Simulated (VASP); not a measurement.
Crystal: HfC.

```
Hf C
1.0
     0.00000    2.32500    2.32500
     2.32500    0.00000    2.32500
     2.32500    2.32500    0.00000
Hf C
1 1
Direct
  0.50000 0.50000 0.50000
  0.00000 0.00000 0.00000
```

Base run:

| Quantity | Value |
| --- | --- |
| Program | VASP 6.6.1 |
| Functional | MS2 |
| Potentials or basis | VASP PAW PBE potentials, release 64 (Hf_pv, C) |
| Cutoff | 520 eV |
| k mesh | 10 × 10 × 10 |
| Occupations | fermi-dirac, width 0.05 eV |
| Spin | no spin polarisation |

Its results: pressure -5.8 GPa.

**Question.** The run is repeated on the same cell with these changes: functional from MS2 to r2SCAN0; k mesh from 10 × 10 × 10 to 5 × 5 × 5. What comes out?

**Answer.** Pressure -5.0 GPa.

Several settings changed at once, so the effect can't be laid on one alone.

Caveats: some runs use coarse meshes; the PAW data sets were made with another functional, which shifts forces and pressure a little.
